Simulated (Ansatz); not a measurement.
PbO, CsCl type, relaxed with r2SCAN, was run in Ansatz 0.2.0 under altered settings. All numbers are computed, without spin polarisation but where a row says otherwise.

```xyz
2
Lattice="3.1794 0.0000 0.0000 0.0000 3.1794 0.0000 0.0000 0.0000 3.1794" Properties=species:S:1:pos:R:3 pbc="T T T"
Pb    0.0000    0.0000    0.0000
O     1.5897    1.5897    1.5897
```

The base run's other keys:
```yaml
kpoints:
  mp_grid: { grid: [6, 6, 6] }
hamiltonian:
  xc: pbe
scf:
  occupations: { method: fixed }
  n_extra_bands: 4
```

It takes 6 iterations with 619 plane waves at 420 eV and 20 k points, and leaves a mean stress of +3.28 GPa. The gap over this mesh is 0.645 eV. It ran on 4 threads of Arm Neoverse V1 (shared host).

Outcomes, with energy and stress as changes against the base:
```csv
setting,outcome,ΔF (meV/atom),Δ mean stress (GPa),gap on the mesh (eV),iterations,wall time
"kpoints.mp_grid.grid: [1, 1, 8]","converged, warned",+117,-12.07,0.652,7,0.28 s
scf.occupations: gaussian 1.5,converged,-90,+1.55,–,6,0.35 s
magnetization.initial_magnetization: 6.0,refused,–,–,–,–,0.04 s
basis.ecutwfc: 750,converged,-3.7,+0.01,0.645,6,0.51 s
"kpoints.mp_grid.grid: [1, 1, 1]",converged,-1111,-29.55,9.530,8,0.25 s
hamiltonian.dispersion: rvv10,refused,–,–,–,–,0.01 s
scf.occupations: gaussian 4,converged,-1360,+16.74,–,7,0.43 s
scf.occupations: methfessel_paxton 0.001,converged,0.0,0.00,0.645,5,0.35 s
scf.n_extra_bands: 1,converged,0.0,0.00,0.645,6,0.33 s
basis.ecutwfc: 350,"converged, warned",+45,-0.21,0.644,6,0.31 s
scf.max_iter: 3,not converged,–,–,–,3,0.29 s
scf.n_bands: 12,refused,–,–,–,–,0.01 s
hamiltonian.xc: hse6,refused,–,–,–,–,0.01 s
hamiltonian.xc: pw91,refused,–,–,–,–,0.01 s
```
A dash marks a value that wasn't obtained or can't be compared. Stress is positive in compression. Its mean hides that meshes of lower symmetry stress the axes unequally. The base took 0.34 s.

- kpoints.mp_grid.grid: [1, 1, 8]. The free energy moves by +117 meV an atom, the mean stress by -12.07 GPa and the gap on the mesh by +0.007 eV (to 0.652). The mesh breaks the crystal's symmetry, so the stress, and any force that symmetry no longer fixes, lose it too. The mesh is too coarse. Warned: symmetry narrowed by mesh.
- scf.occupations: gaussian 1.5. The free energy moves by -90 meV an atom, the mean stress by +1.55 GPa and the gap on the mesh by +0.001 eV (to 0.646). The term −TS is -282 meV an atom. A width of 1.5 eV moves electrons across a gap of 0.65 eV: this is no longer the ground state.
- magnetization.initial_magnetization: 6.0. The input is refused before any iteration. Error: inconsistent input (scf.occupations.method, magnetization): a σ = 0 step fill (method: fixed, or a smearing width below the step floor) with no hard lock on the total moment puts the same N_el/2 bands in each spin channel, which gives a total moment of zero, but the starting moments sum to +6.0000 μB […]
- kpoints.mp_grid.grid: [1, 1, 1]. The free energy moves by -1111 meV an atom, the mean stress by -29.55 GPa and the gap on the mesh by +8.885 eV (to 9.530). The gap changes mostly because other points are sampled; a mesh that misses a band edge overestimates it. The mesh is too coarse.
- hamiltonian.dispersion: rvv10. The program doesn't start. Error: inconsistent input (hamiltonian.dispersion, hamiltonian.xc): `dispersion: rvv10` has no transferable b for PBE exchange — Sabatini et al. (2013) fitted b=6.3 to rPW86, and the PBE refits of Peng & Perdew (2017) are task-dependent (b=6.6 S22 / b=10.0 layered). Use `xc: {exchange: rpw86, correlation […]
- scf.occupations: gaussian 4. The free energy moves by -1360 meV an atom, the mean stress by +16.74 GPa and the gap on the mesh by -0.537 eV (to 0.109). The term −TS is -3168 meV an atom. A width of 4 eV moves electrons across a gap of 0.65 eV: this is no longer the ground state.
- basis.ecutwfc: 350. 461 plane waves in place of 619. The free energy moves by +45 meV an atom, the mean stress by -0.21 GPa and the gap on the mesh by -0.001 eV (to 0.644). The basis is too small: these are errors of the cutoff. Warned: cutoff below recommended.
- scf.max_iter: 3. The run did not converge. It stopped after 3 iterations; the base needs 6. Nothing that it printed is a property of the solid. Error: did not converge after 3 iterations: dr2 = 3.03e-5 (threshold 1.00e-7), under the density mixer `msr1`, which `scf.mixing.algorithm: auto` chose by the deck's other keys (type `scf.mixing.algorithm: msr1` to keep it) […]
- scf.n_bands: 12. The input is refused before any iteration. Error: YAML parse error: line 16 column 3: unknown field `n_bands`, expected one of max_iter, algorithm, n_extra_bands, self_checks, convergence, lower_state_search, omitted_lower_state_checks, lower_solution_reach, mixing, occupations, eigensolver, initial_density, exx
- hamiltonian.xc: hse6. The program doesn't start. Error: YAML parse error: line 12 column 7: hamiltonian.xc: unknown variant `hse6`, expected one of […]
- hamiltonian.xc: pw91. The program doesn't start. Error: YAML parse error: line 12 column 7: hamiltonian.xc: unknown variant `pw91`, expected one of […]

Within 1 meV an atom, 0.1 GPa and 0.005 eV of the base stay: scf.occupations: methfessel_paxton 0.001; scf.n_extra_bands: 1.

Spin-orbit coupling is left out; in compounds of Pb, Bi, Tl or Hg it can lower a gap by up to about 1 eV, split its edges or invert the bands.

Gaps or overlaps of about a tenth of an eV are at the limit of these meshes: between the points read a gap can be smaller or closed.
